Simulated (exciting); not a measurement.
# Zn (Im-3m) in exciting: notebook

Aim: see how the results for Zn move with the level of theory and the settings. Levels: PBEsol, LDA, RPBE. Tasks: single point.

Program: exciting (release sodium). These are calculated values, not measurements. Logs are shortened: lines on timing, memory, paths and dates and some standing lists are left out, and cuts for length are marked.

## 1. Starting point

Symmetry: Im-3m, No. 229, cubic system. Conventional cell: a = 3.138 Å, b = 3.138 Å, c = 3.138 Å, α = 90.00°, β = 90.00°, γ = 90.00°. Zn (site symmetry m-3m) has 8 Zn at 2.72 Å as nearest neighbours.

This isn't the form of Zn at room conditions, which is hcp.

## 2. Single point, PBEsol

input.xml reads:

```xml
<input>
  <title>Zn</title>
  <structure speciespath="./" tshift="false">
    <crystal scale="1">
      <basevect>-2.965050209404 2.965050209404 2.965050209404</basevect>
      <basevect>2.965050209404 -2.965050209404 2.965050209404</basevect>
      <basevect>2.965050209404 2.965050209404 -2.965050209404</basevect>
    </crystal>
    <species speciesfile="Zn.xml" rmt="2">
      <atom coord="0.000000000000 0.000000000000 0.000000000000"/>
    </species>
  </structure>
  <groundstate do="fromscratch" ngridk="12 12 12" rgkmax="9" gmaxvr="14" lmaxapw="10" lmaxmat="10" lmaxvr="8" xctype="GGA_PBE_SOL" stype="Gaussian" swidth="0.00183747" nempty="8" ValenceRelativity="iora*" epsengy="1e-05" epspot="1e-05" maxscl="60" tforce="true" outputlevel="normal"/>
  <properties>
    <chargedensityplot>
      <plot3d>
        <box grid="14 14 14">
          <origin coord="0 0 0"/>
          <point coord="1 0 0"/>
          <point coord="0 1 0"/>
          <point coord="0 0 1"/>
        </box>
      </plot3d>
    </chargedensityplot>
    <elfplot>
      <plot3d>
        <box grid="14 14 14">
          <origin coord="0 0 0"/>
          <point coord="1 0 0"/>
          <point coord="0 1 0"/>
          <point coord="0 0 1"/>
        </box>
      </plot3d>
    </elfplot>
    <exccplot>
      <plot3d>
        <box grid="14 14 14">
          <origin coord="0 0 0"/>
          <point coord="1 0 0"/>
          <point coord="0 1 0"/>
          <point coord="0 0 1"/>
        </box>
      </plot3d>
    </exccplot>
  </properties>
</input>
```

Potentials or basis: all-electron LAPW+lo, shipped species files, valence relativity iora*.

Command:

```
> OMP_NUM_THREADS=1 exciting_smp
```

INFO.OUT:

```text
================================================================================
EXCITING SODIUM started
[... 10 lines left out ...]

 Lattice vectors (cartesian) :
     -2.9650502094      2.9650502094      2.9650502094
      2.9650502094     -2.9650502094      2.9650502094
      2.9650502094      2.9650502094     -2.9650502094

 Reciprocal lattice vectors (cartesian) :
     -0.0000000000      1.0595411314      1.0595411314
      1.0595411314     -0.0000000000      1.0595411314
      1.0595411314      1.0595411314     -0.0000000000

 Unit cell volume                           :     104.2692254157
 Brillouin zone volume                      :       2.3789398306

 Species :    1 (Zn)
     parameters loaded from                 :    Zn.xml
     name                                   :    zinc
     nuclear charge                         :     -30.00000000
     electronic charge                      :      30.00000000
     atomic mass                            :  119198.67800000
     muffin-tin radius                      :       2.00000000
     # of radial points in muffin-tin       :     350

     atomic positions (lattice) :
       1 :   0.00000000  0.00000000  0.00000000

 Total number of atoms per unit cell        :       1

 Spin treatment                             :    spin-unpolarised

 Number of Bravais lattice symmetries       :      48
 Number of crystal symmetries               :      48

 k-point grid                               :      12   12   12
 Total number of k-points                   :      72
 k-point set is reduced with crystal symmetries

 R^MT_min * |G+k|_max (rgkmax)              :       9.00000000
 Species with R^MT_min                      :       1 (Zn)
 Maximum |G+k| for APW functions            :       4.50000000
 Maximum |G| for potential and density      :      14.00000000

 G-vector grid sizes                        :      24    24    24
 Total number of G-vectors                  :    4897

 Maximum angular momentum used for
     APW functions                          :      10
     computing H and O matrix elements      :      10
     potential and density                  :       8
     inner part of muffin-tin               :       2

 Total nuclear charge                       :     -30.00000000
 Total electronic charge                    :      30.00000000
 Total core charge                          :      12.00000000
 Total valence charge                       :      18.00000000

 Number of empty states                     :       8
 Total number of valence states             :      18

 Maximum Hamiltonian size                   :     189
 Maximum number of plane-waves              :     177
 Total number of local-orbitals             :      12

 Exchange-correlation type                  :      22
     PBEsol, Phys. Rev. Lett. 100, 136406 (2008)
     Generalised gradient approximation (GGA)

 Smearing scheme                            :    Gaussian
 Smearing width                             :       0.00183747

 Using multisecant Broyden potential mixing
[... 6 lines left out ...]
* Groundstate module started                                                   *
********************************************************************************
 Output level for this task is set to normal

++++++++++++++++++++++++++++++++++++++++++++++++++++++++++++++++++++++++++++++++
[... 5 lines left out ...]
+ SCF iteration number :    1                                                  +
++++++++++++++++++++++++++++++++++++++++++++++++++++++++++++++++++++++++++++++++
 Total energy                               :     -1790.08531668
 _______________________________________________________________
 Fermi energy                               :         0.27464114
 Kinetic energy                             :      1829.75825927
 Coulomb energy                             :     -3549.80066726
 Exchange energy                            :       -68.38885672
 Correlation energy                         :        -1.65405197
[... 316 lines left out ...]
 RMS change in effective potential (target) :  0.597644E-09  ( 0.100000E-04)
 Absolute change in total energy   (target) :  0.214400E-06  ( 0.100000E-04)
 Charge distance                   (target) :  0.449225E-09  ( 0.100000E-04)
 Abs. change in max-nonIBS-force   (target) :   0.00000      ( 0.500000E-04)

++++++++++++++++++++++++++++++++++++++++++++++++++++++++++++++++++++++++++++++++
| Convergency criteria checked for the last 2 iterations                       +
| Convergence targets achieved. Performing final SCF iteration                 +
++++++++++++++++++++++++++++++++++++++++++++++++++++++++++++++++++++++++++++++++
 Total energy                               :     -1794.71032273
 _______________________________________________________________
 Fermi energy                               :         0.25626506
 Kinetic energy                             :      1827.34485735
 Coulomb energy                             :     -3551.82911156
 Exchange energy                            :       -68.56996040
 Correlation energy                         :        -1.65610812

 DOS at Fermi energy (states/Ha/cell)       :        17.53341668

 Electron charges :
     core                                   :        12.00000000
     core leakage                           :         0.00085748
     valence                                :        18.00000000
     interstitial                           :         1.90196856
     charge in muffin-tin spheres :
                  atom     1    Zn          :        28.09803144
     total charge in muffin-tins            :        28.09803144
     total charge                           :        30.00000000

++++++++++++++++++++++++++++++++++++++++++++++++++++++++++++++++++++++++++++++++
+ Self-consistent loop stopped                                                 +
++++++++++++++++++++++++++++++++++++++++++++++++++++++++++++++++++++++++++++++++
 STATE.OUT is written

--------------------------------------------------------------------------------
- Writing atomic positions and forces                                          -
--------------------------------------------------------------------------------

 Atomic positions (lattice) :
 atom     1  Zn  :     0.00000000    0.00000000    0.00000000

 Total atomic forces including IBS (cartesian) :
 atom     1  Zn  :     0.00000000    0.00000000    0.00000000

 Atomic force components including IBS (cartesian) :
 atom     1  Zn  :     0.00000000    0.00000000    0.00000000   HF force
                 :     0.00000000    0.00000000    0.00000000   core correction
                 :     0.00000000    0.00000000    0.00000000   IBS correction

********************************************************************************
* Groundstate module stopped                                                   *
********************************************************************************

--------------------------------------------------------------------------------
- CAUTION! Warnings have been written in file WARNING.OUT !                    -
--------------------------------------------------------------------------------
================================================================================
| EXCITING SODIUM stopped                                                      =
================================================================================
```

stdout:

```text
Info(rhoplot):
 3D density plot written to RHO3D.xml

Info(potplot):
 3D Coulomb potential plot written to VCL3D.xml
 3D exchange-correlation potential plot written to VXC3D.xml

Info(elfplot): 3D ELF plot written to ELF3D.xml
```

EVALCORE.OUT:

```text
Species :    1 (Zn), atom :    1
 n =  1, l =  0, k =  1 :   -349.3111909
 n =  2, l =  0, k =  1 :   -42.16246649
 n =  2, l =  1, k =  1 :   -37.09999893
 n =  2, l =  1, k =  2 :   -36.22384558
 n =  3, l =  0, k =  1 :   -4.379524652
```

Wall time 41 s (1 thread of Arm Neoverse V2, shared host); peak memory 0.09 GiB.

What came out:

```yaml
Free_energy: -48836.5566 eV
Band_gap_on_the_k_mesh: none (metal or under the smearing width)
All_electrons_inside_the_program's_atomic_spheres: Zn 28.10 (radii Zn 2.0 bohr)
```

Levels at points of the mesh, in eV from the Fermi level:
```csv
k point,band 5,band 6,band 7,band 8,band 9,band 10,band 11,band 12,band 13,band 14
"(0.00, 0.00, 0.00)",-7.65,-7.65,-7.65,-7.15,-7.15,18.95,18.95,18.95,20.45,20.45
"(0.50, 0.00, 0.00)",-7.95,-7.18,-7.12,-6.82,-2.60,-0.94,11.24,12.60,15.62,16.96
"(0.50, 0.50, 0.50)",-8.20,-6.90,-6.90,-6.90,4.19,4.19,4.19,7.47,8.71,8.71
```

Caveat: the log's total energy holds no entropy term; the free energy is that total less TS from the occupations.

## 3. Single point, LDA

Changes to input.xml since step 2:

```diff
@@ -12,3 +12,3 @@
   </structure>
-  <groundstate do="fromscratch" ngridk="12 12 12" rgkmax="9" gmaxvr="14" lmaxapw="10" lmaxmat="10" lmaxvr="8" xctype="GGA_PBE_SOL" stype="Gaussian" swidth="0.00183747" nempty="8" ValenceRelativity="iora*" epsengy="1e-05" epspot="1e-05" maxscl="60" tforce="true" outputlevel="normal"/>
+  <groundstate do="fromscratch" ngridk="12 12 12" rgkmax="9" gmaxvr="14" lmaxapw="10" lmaxmat="10" lmaxvr="8" xctype="LDA_PW" stype="Gaussian" swidth="0.00073499" nempty="8" ValenceRelativity="iora*" epsengy="1e-05" epspot="1e-05" maxscl="60" tforce="true" outputlevel="normal"/>
   <properties>
```

Potentials or basis: all-electron LAPW+lo, shipped species files, valence relativity iora*.

Command:

```
> OMP_NUM_THREADS=1 exciting_smp
```

It took 40 s on 1 thread of Arm Neoverse V2, shared host; peak memory 0.09 GiB.

It converged, with:

```yaml
Free_energy: -48801.9609 eV
Band_gap_on_the_k_mesh: none (metal or under the smearing width)
All_electrons_inside_the_program's_atomic_spheres: Zn 28.11 (radii Zn 2.0 bohr)
```

Levels at points of the mesh, in eV from the Fermi level:
| k point | band 6 | band 7 | band 8 | band 9 | band 10 | band 11 | band 12 | band 13 |
| --- | --- | --- | --- | --- | --- | --- | --- | --- |
| (0.00, 0.00, 0.00) | -7.70 | -7.70 | -7.20 | -7.20 | 18.79 | 18.79 | 18.79 | 20.63 |
| (0.50, 0.00, 0.00) | -7.22 | -7.17 | -6.86 | -2.51 | -0.96 | 11.18 | 12.65 | 15.77 |
| (0.50, 0.50, 0.50) | -6.94 | -6.94 | -6.94 | 4.21 | 4.21 | 4.21 | 7.31 | 8.89 |

(Continued in part 2 of 2.)
